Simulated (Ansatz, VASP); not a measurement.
**Two plane-wave programs on Fe**

File INCAR:

```
SYSTEM = Fe
  ALGO = Normal
  EDIFF = 1E-6
  ENCUT = 520
  GGA = CA
  ISIF = 2
  ISMEAR = 0
  ISPIN = 2
  LASPH = .True.
  LCHARG = .True.
  LELF = .True.
  LMAXMIX = 4
  LORBIT = 11
  LREAL = .False.
  LVHAR = .True.
  LWAVE = .False.
  MAGMOM = 2.22
  NBANDS = 14
  NELM = 150
  PREC = Accurate
  SIGMA = 0.05
```

The input KPOINTS:

```
k-points
0
Gamma
  20 20 20
  0 0 0
```

File POSCAR:

```
Fe
1.0
   -1.3759115864      1.3759115864      1.3759115864
    1.3759115864     -1.3759115864      1.3759115864
    1.3759115864      1.3759115864     -1.3759115864
Fe
1
Direct
    0.0000000000      0.0000000000      0.0000000000
```

Input for Ansatz:

```yaml
crystal:
  lattice:
    - [-1.3759115864, 1.3759115864, 1.3759115864]
    - [1.3759115864, -1.3759115864, 1.3759115864]
    - [1.3759115864, 1.3759115864, -1.3759115864]
  atoms:
    - { symbol: Fe, position: [0.0, 0.0, 0.0], spin: 2.22 }
basis:
  ecutwfc: 600
  ecutrho_ratio: 5
kpoints:
  mp_grid: { grid: [20, 20, 20] }
hamiltonian:
  xc: lda
scf:
  occupations: { method: gaussian, width: 0.05 }
output:
  forces: true
  stress: true
  eigenvalues: true
  populations: true
magnetization:
  spin_polarized: true
```

Alike in both runs: task single point; functional LDA; k mesh 20 × 20 × 20; occupations gaussian, width 0.05 eV; collinear spin.

```csv
,VASP,Ansatz
version,VASP 6.6.1,Ansatz 0.2.0
potentials or method,"VASP PAW LDA potentials, release 64 (Fe)","scalar-relativistic, plane waves, PAW"
plane-wave cutoff (eV),520,600
valence electrons in the cell,8,16
```

|  | VASP | Ansatz | Ansatz less VASP |
| --- | --- | --- | --- |
| pressure (GPa) | -1.0 | 0.0 | +1.03 |
| net moment per atom (μB) | 1.98 | 2.02 | +0.041 |
| size of the moment on the site where the two differ most (μB) | 1.95 | 2.02 | +0.074 |

Site moments also hang on the region over which each program counts them. The two sets of potentials don't hold the same shells in valence.
